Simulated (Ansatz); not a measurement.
This log comes from Ansatz, run on a 2-atom cell of BaO started from a crystallographic database. It starts from the PBE minimum.

The cell given to it:
```xyz
2
Lattice="0.0000 2.7867 2.7867 2.7867 0.0000 2.7867 2.7867 2.7867 0.0000" Properties=species:S:1:pos:R:3 pbc="T T T"
Ba    0.0000    0.0000    0.0000
O     2.7867    2.7867    2.7867
```

The log, with set-up remarks and timings taken out:
```
Pseudopotential: Ba, paw, valence charge 10, recommended cutoff 420 eV (normal)
Pseudopotential: O, paw, valence charge 6, recommended cutoff 420 eV (normal)
Functional definition: PBEsol
Crystal: 2 atoms, lattice volume = 43.280 Å³
Basis set: ecut = 420 eV, 869 PW (Γ)
Bands: 12, of which v1, the nominal top of the filled ones, is band 8 counted from 1 (7 counted from 0)
Symmetry: 48 space group operations
Space group: Fm-3m (ITA 225)
k-points: 29 of 512
preconditioner: auto → none  [insulator: Δε(μ)=1.770 eV  σ=0.020 eV  ℏωp=21.1 eV]
SCF 1 converged in 6 iterations: F = -6426.068952 eV  dr2 = 4.95e-9
relax step 1: F+E_penalty+E_count = -6426.06895232 eV  P = -3.175 GPa  Ω = 43.280 Å³
SCF 2 converged in 6 iterations: F = -6426.007134 eV  dr2 = 2.22e-10
relax step 2: F+E_penalty+E_count = -6426.00713394 eV  P = +8.846 GPa  Ω = 37.824 Å³  (rejected)
SCF 3 converged in 7 iterations: F = -6426.090609 eV  dr2 = 4.41e-13
relax step 3: F+E_penalty+E_count = -6426.09060865 eV  P = -0.495 GPa  Ω = 41.692 Å³
SCF 4 converged in 6 iterations: F = -6426.091499 eV  dr2 = 1.30e-13
relax step 4: F+E_penalty+E_count = -6426.09149940 eV  P = -0.024 GPa  Ω = 41.443 Å³
SCF 5 converged in 6 iterations: F = -6426.088628 eV  dr2 = 5.55e-14
relax step 5: F+E_penalty+E_count = -6426.08862770 eV  P = -0.152 GPa  Ω = 41.443 Å³  (SCF on a basis re-selected at this cell)
SCF 6 converged in 6 iterations: F = -6426.088814 eV  dr2 = 9.63e-15
relax step 6: F+E_penalty+E_count = -6426.08881351 eV  P = -0.006 GPa  Ω = 41.367 Å³
SCF 7 converged in 6 iterations: F = -6426.088657 eV  dr2 = 8.26e-13
relax step 7: F+E_penalty+E_count = -6426.08865687 eV  P = -0.010 GPa  Ω = 41.367 Å³  (SCF on a basis re-selected at this cell)
Free energy (F): -6426.088657 eV
Fermi energy:    9.707757 eV
--- Per-component energies (eV) ---
  E_band       = -11.514297
  E_kinetic    = 344.696071
  E_local      = -549.705236
  E_nonlocal   = 106.720935
  E_hartree    = 195.196539
  E_xc         = -241.616962
  E_vxc        = -231.582033
  E_paw        = -5292.335543
  E_vpaw       = -72.039483
  E_ewald      = -989.233569
  E_core_change = 0.186721
--- Stress (GPa, compression-positive) ---
       -0.010062       0.000000       0.000000
        0.000000      -0.010062       0.000000
        0.000000       0.000000      -0.010062
  P = ⅓ Tr σ = -0.0101 GPa (-0.101 kbar)
--- Relaxed structure (5 steps of the walk, 4 accepted, 2 SCFs on fresh bases) ---
  F+E_penalty+E_count = -6426.08865687 eV
  cell:  # Å, volume = 41.3673 Å³
    - [0.000000, 2.745000, 2.745000]
    - [2.745000, 0.000000, 2.745000]
    - [2.745000, 2.745000, 0.000000]
  atoms:
    - { symbol: Ba, position: [0.000000, 0.000000, 0.000000] }
    - { symbol: O, position: [0.500000, 0.500000, 0.500000] }
```

Task: Reconstruct the input.

Result:
```yaml
crystal:
  # lattice and atoms as above
kpoints:
  mp_grid: { grid: [8, 8, 8] }
hamiltonian:
  xc: pbesol
scf:
  occupations: { method: fermi_dirac, width: 0.02 }
relax:
  f_tol: 0.005
  cell: {}
```
The relax steps with a changing cell volume need the relax block with cell. Keys that aren't typed take their defaults; thresholds and the kind of smearing can't be read off these lines.

Run as `ansatz run input.yaml --threads 2 --pin off --max-ram 2211MiB --backend cpu --events-out ev --progress --plain --runs-dir out`. Wall time 4 s on 2 threads of Arm Neoverse V2 (shared host), load about 0.1 per core; peak host memory 0.3 GiB.

Spin-unpolarised throughout; all numbers are computed.
